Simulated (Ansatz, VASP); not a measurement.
**One calculation of S, two programs**

INCAR

```
PREC     = Accurate       # precision mode
ENCUT    = 520            # plane-wave cutoff, eV
EDIFF    = 1E-7           # SCF threshold, eV
ISMEAR   = 0              # smearing method
SIGMA    = 0.15           # smearing width, eV
LREAL    = F              # projectors in reciprocal space
LASPH    = T              # aspherical terms in the spheres
NELM     = 100            # most SCF steps
ALGO     = Normal         # electronic algorithm
ISIF     = 2              # what is computed and relaxed
LWAVE    = F              # write WAVECAR
LCHARG   = T              # write CHGCAR
GGA      = PE             # functional
IVDW     = 12             # dispersion correction
LELF     = T              # ELF
LVHAR    = T            
NBANDS   = 9              # bands
```

File KPOINTS:

```
Automatic mesh
0
Gamma
  20 20 20
```

Contents of POSCAR:

```
S
1.0
    0.0000000000      1.9345198337      2.0541808543
    1.9345198337      0.0000000000      2.0541808543
    1.9345198337      1.9345198337      0.0000000000
S
1
Direct
    0.0000000000      0.0000000000      0.0000000000
```

Input for Ansatz:

```yaml
crystal:
  lattice:
    - [0.0, 1.9345198337, 2.0541808543]
    - [1.9345198337, 0.0, 2.0541808543]
    - [1.9345198337, 1.9345198337, 0.0]
  atoms:
    - { symbol: S, position: [0.0, 0.0, 0.0] }
basis:
  ecutwfc: 420
kpoints:
  mp_grid: { grid: [20, 20, 20] }
hamiltonian:
  xc: pbe
  dispersion: d3bj
scf:
  occupations: { method: gaussian, width: 0.15 }
output:
  forces: true
  stress: true
  eigenvalues: true
```

Change from the starting cell: strain -0.030 along x and y, +0.030 along z, atoms carried along.

Alike in both runs: task single point; functional PBE; dispersion D3(BJ); k mesh 20 × 20 × 20; occupations gaussian, width 0.15 eV; no spin polarisation.

```csv
,VASP,Ansatz
version,VASP 6.6.1,Ansatz 0.2.0
potentials or method,"VASP PAW PBE potentials, release 64 (S)","scalar-relativistic, plane waves, PAW"
plane-wave cutoff (eV),520,420
valence electrons in the cell,6,6
```

Ansatz gave:

```
gap on the k mesh at the Fermi level (eV)       : none
pressure (GPa)                                  : -1.5
largest component of the traceless stress (GPa) : 3.51
```

Question: Estimate VASP's values.

Answer: gap on the k mesh at the Fermi level (eV): none; pressure (GPa): -1.6; largest component of the traceless stress (GPa): 3.51.

A gap of «none» marks a metal or a gap that the smearing closes. With one functional, cell and mesh, what is left measures potentials, basis and numerics.

Caveats: pairwise dispersion overbinds metals, which lowers pressure and volume.
